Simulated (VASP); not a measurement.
Wanted: the native input for a VASP 6.6.1 run.

```yaml
Task: relaxation of cell and atoms
Functional: PBE
Potentials_or_basis: VASP PAW PBE potentials, release 64 (K_sv, Cl)
Cutoff: 600 eV
k_mesh: 8 × 8 × 8
Occupations: gaussian, width 0.03 eV
Spin: no spin polarisation
Further_INCAR_settings: ALGO = Normal; EDIFF = 1e-06; IBRION = 2; EDIFFG = -0.01; NSW = 90; ISIF = 3
```

The structure of KCl (Sylvite) lies in POSCAR:

```
KCl
1.0
    0.0000000000      3.1464700000      3.1464700000
    3.1464700000      0.0000000000      3.1464700000
    3.1464700000      3.1464700000      0.0000000000
K Cl
1 1
Direct
    0.0000000000      0.0000000000      0.0000000000
    0.5000000000      0.5000000000      0.5000000000
```

These files were run (other wordings do the same):

INCAR

```
PREC     = Accurate       # precision mode
ENCUT    = 600            # plane-wave cutoff, eV
EDIFF    = 1E-6           # SCF threshold, eV
ISMEAR   = 0              # smearing method
SIGMA    = 0.03           # smearing width, eV
LREAL    = False          # projectors in reciprocal space
LASPH    = True           # aspherical terms in the spheres
NELM     = 80             # most SCF steps
ALGO     = Normal         # electronic algorithm
ISIF     = 3              # what is computed and relaxed
LWAVE    = False          # write WAVECAR
LCHARG   = False          # write CHGCAR
GGA      = PE             # functional
IBRION   = 2              # ionic algorithm
NSW      = 90             # ionic steps
EDIFFG   = -0.01          # ionic threshold
```

KPOINTS

```
Automatic mesh
0
Gamma
  8 8 8
```

Potentials or basis: VASP PAW PBE potentials, release 64 (K_sv, Cl).

Command:

```console
$ cat potpaw_PBE.64/K_sv/POTCAR potpaw_PBE.64/Cl/POTCAR > POTCAR
$ mpirun -np 1 vasp_std > vasp.out
```

It gave:

```json
{
 "Relaxed volume": "32.57 Å³/atom",
 "Relaxed cell": "a = 4.517 Å, b = 4.517 Å, c = 4.517 Å, α = 60.00°, β = 60.00°, γ = 60.00°",
 "Space group after relaxing (to 0.05 Å)": "Fm-3m (No. 225)",
 "Energy gained by relaxing": "3.5 meV/atom",
 "Ionic steps": "3",
 "Pressure after relaxing": "0.0 GPa",
 "Band gap on the k mesh": "5.04 eV, direct"
}
```

Run time: 28 s on 1 thread of Intel(R) Xeon(R) 6975P-C (Granite Rapids), on a shared host, peak memory 0.22 GiB.
